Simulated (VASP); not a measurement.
# C (I4_1/amd) in VASP: further runs

The runs below take C through single point, with PBEsol.

Program: VASP 6.6.1. These are calculated values, not measurements. Logs are shortened: lines on timing, memory, paths and dates and some standing lists are left out, and cuts for length are marked.

**1. The cell of the first run**

Symmetry: I4_1/amd, No. 141, tetragonal system. The conventional cell has a = 2.714 Å, b = 2.714 Å, c = 3.412 Å, α = 90.00°, β = 90.00°, γ = 90.00°. C (site symmetry -4m2) has 4 C at 1.60 Å as nearest neighbours.

This isn't the form of C at room conditions, which is graphite.

**2. Single point, PBEsol (strain +0.080 along x and y, -0.040 along z, atoms carried along)**

Input file INCAR:

```
SYSTEM = C
PREC = Accurate
ENCUT = 520
EDIFF = 1E-6
ISMEAR = 0
SIGMA = 0.05
LREAL = .False.
LASPH = .True.
NELM = 100
ALGO = Normal
ISIF = 2
LWAVE = .False.
LCHARG = .True.
GGA = PS
LELF = .True.
LVHAR = .True.
NBANDS = 11
```

Input file KPOINTS:

```
regular mesh
0
Gamma
  12 12 12
  0 0 0
```

Input file POSCAR:

```
C
1.0
    0.0000000000      1.9190569830      1.7058284293
    1.9190569830      0.0000000000      1.7058284293
    1.9190569830      1.9190569830      0.0000000000
C
2
Direct
    0.5000000000      0.5000000000      0.5000000000
    0.7500000000      0.7500000000      0.7500000000
```

Potentials or basis: VASP PAW PBE potentials, release 64 (C).

Command:

```sh
> cat potpaw_PBE.64/C/POTCAR > POTCAR
> mpirun -np 1 vasp_std > vasp.out
```

OUTCAR:

```text
SYSTEM = C
   PREC = Accurate
   ENCUT = 520
   EDIFF = 1E-6
   ISMEAR = 0
   LREAL = .False.
   LASPH = .True.
   NELM = 100
   ISIF = 2
   GGA = PS

 ion  position               nearest neighbor table
   1  0.500  0.500  0.500-   2 1.60   2 1.60   2 1.60   2 1.60
   2  0.750  0.750  0.750-   1 1.60   1 1.60   1 1.60   1 1.60

  LATTYP: Found a body centered tetragonal cell.
 ALAT       =     2.7139564123
 C/A-ratio  =     1.2570787221

  Lattice vectors:

 A1 = (   0.0000000000,  -1.9190569830,  -1.7058284293)
 A2 = (   0.0000000000,   1.9190569830,  -1.7058284293)
 A3 = (   1.9190569830,   0.0000000000,   1.7058284293)

Analysis of symmetry for initial positions (statically):
=====================================================================
 Subroutine PRICEL returns:
 Original cell was already a primitive cell.

 Routine SETGRP: Setting up the symmetry group for a
 body centered tetragonal supercell.

 Subroutine GETGRP returns: Found 16 space group operations
 (whereof  8 operations were pure point group operations)
 out of a pool of 16 trial point group operations.

The static configuration has the point symmetry D_2d.
 The point group associated with its full space group is D_4h.

Analysis of symmetry for dynamics (positions and initial velocities):
=====================================================================
 Subroutine PRICEL returns:
 Original cell was already a primitive cell.

 Routine SETGRP: Setting up the symmetry group for a
 body centered tetragonal supercell.

 Subroutine GETGRP returns: Found 16 space group operations
 (whereof  8 operations were pure point group operations)
 out of a pool of 16 trial point group operations.

The dynamic configuration has the point symmetry D_2d.
 The point group associated with its full space group is D_4h.

 Subroutine INISYM returns: Found 16 space group operations
 (whereof  8 operations are pure point group operations),
 and found     1 'primitive' translations

----------------------------------------------------------------------------------------

                                     Primitive cell

  volume of cell :      12.5644

  direct lattice vectors                    reciprocal lattice vectors
     0.000000000  1.919056983  1.705828429    -0.260544634  0.260544634  0.293112714
     1.919056983  0.000000000  1.705828429     0.260544634 -0.260544634  0.293112714
     1.919056983  1.919056983  0.000000000     0.260544634  0.260544634 -0.293112714

  length of vectors
[... 86 lines left out ...]
   IBRION =     -1    ionic relax: 0-MD 1-quasi-New 2-CG
   NFREE  =      0    steps in history (QN), initial steepest desc. (CG)
   ISIF   =      2    stress and relaxation
   ISYM   =      2    0-nonsym 1-usesym 2-fastsym
   POTIM  = 0.5000    time-step for ionic-motion
   TEBEG  =    0.0;   TEEND  =   0.0 temperature during run
   PSTRESS=    0.0 pullay stress
   NELECT =       8.0000    total number of electrons
   NUPDOWN=      -1.0000    fix difference up-down
   EMIN   =  10.00;   EMAX   =-10.00  energy-range for DOS
   EFERMI =   0.00;   METHOD = LEGACY
   ISMEAR =     0;   SIGMA  =   0.05  broadening in eV -4-tet -1-fermi 0-gaus
   EFERMI_NEDOS =   21; number of points for ismear=-14 and -15
   IALGO  =     38    algorithm
   IMIX   =      4    mixing-type and parameters
     AMIX     =   0.40;   BMIX     =  1.00
     AMIX_MAG =   1.60;   BMIX_MAG =  1.00
  volume/ion in A,a.u.               =       6.28        42.39
  Fermi-wavevector in a.u.,A,eV,Ry     =   1.408395  2.661481 26.988195  1.983576
  Thomas-Fermi vector in A             =   2.530557
   LORBIT       =      0    0 simple, 1 ext, 2 COOP (PROOUT), +10 PAW based schemes
   GGA     = PS    functional components
   LHFCALC =     F    Hartree Fock is set to
   AEXX    =    0.0000 exact exchange contribution
   IVDW    =     0    specifies the selected vdW correction
   LEPSILON=     F    determine dielectric tensor
   LRPA    =     F    only Hartree local field effects (RPA)
 non-spin polarized calculation
 Gauss-broadening in eV      SIGMA  =   0.05
  energy-cutoff  :      520.00
  volume of cell :       12.56
 maximum number of plane-waves:       352
   NGX =  9   NGY =  9   NGZ =  9

 number of electron       8.0000001 magnetization

 Free energy of the ion-electron system (eV)
  ---------------------------------------------------
  ext. energy  EPLUGINS =         0.00000000
  ---------------------------------------------------
  free energy    TOTEN  =       -18.79594267 eV

  energy without entropy =      -18.79594267  energy(sigma->0) =      -18.79594267

 E-fermi :   9.5709     XC(G=0): -12.9515

 val. band max:        9.2737385987   @ k =   0.0000   0.0000   0.0000
 cond. band min:      10.4453314388   @ k =   0.4167   0.4167   0.0000
 fundamental gap:      1.1715928401
 Fermi energy:         9.5709274214

 k-point     1 :       0.0000    0.0000    0.0000
  band No.  band energies     occupation
      1     -11.8876      2.00000
      2       7.8209      2.00000
      3       7.8210      2.00000
      4       9.2737      2.00000
      5      12.7803      0.00000
      6      14.1389      0.00000
      7      14.1389      0.00000
      8      19.2418      0.00000
      9      26.1398      0.00000
     10      30.9179      0.00000
     11      32.6652      0.00000
[... 309 lines left out ...]
 k-point    24 :      -0.4167    0.1667    0.0000
  band No.  band energies     occupation
      1      -6.3362      2.00000
      2      -2.9838      2.00000
      3       4.0894      2.00000
      4       4.3109      2.00000
      5      13.6948      0.00000
      6      17.6970      0.00000
      7      19.1184      0.00000
      8      21.6821      0.00000
      9      26.3603      0.00000
     10      30.6931      0.00000
     11      31.1833      0.00000

 [... further k-points ...]
[... 5 lines left out ...]
  --------------------------------------------------------------------------------------
  -------------------------------------------------------------------------------------
  Total       -5.3677152     -5.3677152      1.2827472      0.0000000      0.0000000      0.0000000
  in kB     -684.4771610   -684.4771610    163.5726035      0.0000000      0.0000000      0.0000000
  external PRESSURE =    -401.7939062 kB  Pullay stress =       0.0000000 kB

 VOLUME and BASIS-vectors are now :
 -----------------------------------------------------------------------------
  energy-cutoff  :      520.00
  volume of cell :       12.56
      direct lattice vectors                 reciprocal lattice vectors
     0.000000000  1.919056983  1.705828429    -0.260544634  0.260544634  0.293112714
     1.919056983  0.000000000  1.705828429     0.260544634 -0.260544634  0.293112714
     1.919056983  1.919056983  0.000000000     0.260544634  0.260544634 -0.293112714

 POSITION                                       TOTAL-FORCE (eV/Angst)
 -----------------------------------------------------------------------------------
      1.91906      1.91906      1.70583         0.000000      0.000000      0.000000
      2.87859      2.87859      2.55874         0.000000      0.000000     -0.000000
 -----------------------------------------------------------------------------------
    total drift:                                0.000000     -0.000000      0.000000

  FREE ENERGIE OF THE ION-ELECTRON SYSTEM (eV)
  ---------------------------------------------------
  free  energy   TOTEN  =       -18.7959426706 eV

  energy  without entropy=      -18.7959426706  energy(sigma->0) =      -18.79594267
```

OSZICAR:

```text
N       E                     dE             d eps       ncg     rms          rms(c)
DAV:   1     0.164980620551E+00    0.16498E+00   -0.46544E+03  3787   0.687E+02
DAV:   2    -0.188663619984E+02   -0.19031E+02   -0.18220E+02  4853   0.122E+02
DAV:   3    -0.192586207027E+02   -0.39226E+00   -0.39113E+00  4171   0.135E+01
DAV:   4    -0.192593425985E+02   -0.72190E-03   -0.72187E-03  3877   0.717E-01
DAV:   5    -0.192593435562E+02   -0.95764E-06   -0.95763E-06  4054   0.247E-02    0.482E+00
DAV:   6    -0.189170268459E+02    0.34232E+00   -0.17096E-01  3697   0.280E+00    0.284E+00
DAV:   7    -0.187955785274E+02    0.12145E+00   -0.21188E-01  3835   0.315E+00    0.533E-01
DAV:   8    -0.187959167088E+02   -0.33818E-03   -0.56735E-03  3754   0.575E-01    0.288E-02
DAV:   9    -0.187959348256E+02   -0.18117E-04   -0.16960E-05  4314   0.360E-02    0.200E-02
DAV:  10    -0.187959428488E+02   -0.80233E-05   -0.39563E-06  3853   0.169E-02    0.399E-03
DAV:  11    -0.187959426706E+02    0.17822E-06   -0.78736E-08  2129   0.238E-03
   1 F= -.18795943E+02 E0= -.18795943E+02  d E =-.741119E-20
```

stdout:

```text
POSCAR found type information on POSCAR C
 POSCAR found :  1 types and       2 ions
 scaLAPACK will be used
 -----------------------------------------------------------------------------
|                                                                             |
|                                                                             |
|     You enforced a specific xc type in the INCAR file but a different       |
|     I HOPE YOU KNOW WHAT YOU ARE DOING!                                     |
|                                                                             |
 -----------------------------------------------------------------------------

 LDA part: xc-table for (Slater+PW92), standard interpolation
 POSCAR, INCAR and KPOINTS ok, starting setup
 FFT: planning ... GRIDC
 FFT: planning ... GRID_SOFT
 FFT: planning ... GRID
 WAVECAR not read
 entering main loop
```

It took 23 s on 1 thread of Intel Xeon Platinum 8488C (Sapphire Rapids), shared host; peak memory 0.12 GiB.

What came out:

```
Free energy            : -18.7959 eV
Pressure               : -40.2 GPa
Band gap on the k mesh : 1.17 eV, indirect (least direct gap 3.51 eV)
```

Stress tensor (GPa, compression positive):
```
-68.45   0.00   0.00
  0.00 -68.45   0.00
  0.00   0.00  16.36
```

Levels at points of the mesh, in eV from the valence-band top:
| k point | band 1 | band 2 | band 3 | band 4 | band 5 | band 6 | band 7 | band 8 |
| --- | --- | --- | --- | --- | --- | --- | --- | --- |
| (0.00, 0.00, 0.00) | -21.16 | -1.45 | -1.45 | 0.00 | 3.51 | 4.87 | 4.87 | 9.97 |
| (0.50, 0.00, 0.00) | -15.84 | -13.31 | -4.38 | -2.66 | 5.00 | 6.54 | 8.72 | 13.67 |
| (0.50, 0.50, 0.00) | -11.90 | -11.90 | -7.69 | -7.69 | 1.80 | 1.80 | 14.59 | 14.59 |
| (0.50, 0.00, 0.50) | -13.57 | -13.57 | -6.07 | -6.07 | 4.36 | 4.36 | 13.56 | 13.56 |

Caveat: the cell as given lies far from equilibrium; so large a pressure means that the cell lies far from this level's equilibrium, or that cutoff or potentials fall short; the potentials were made for another functional, which shifts forces and pressure. A k mesh can miss the band edges.

[end of part 1 of 2]
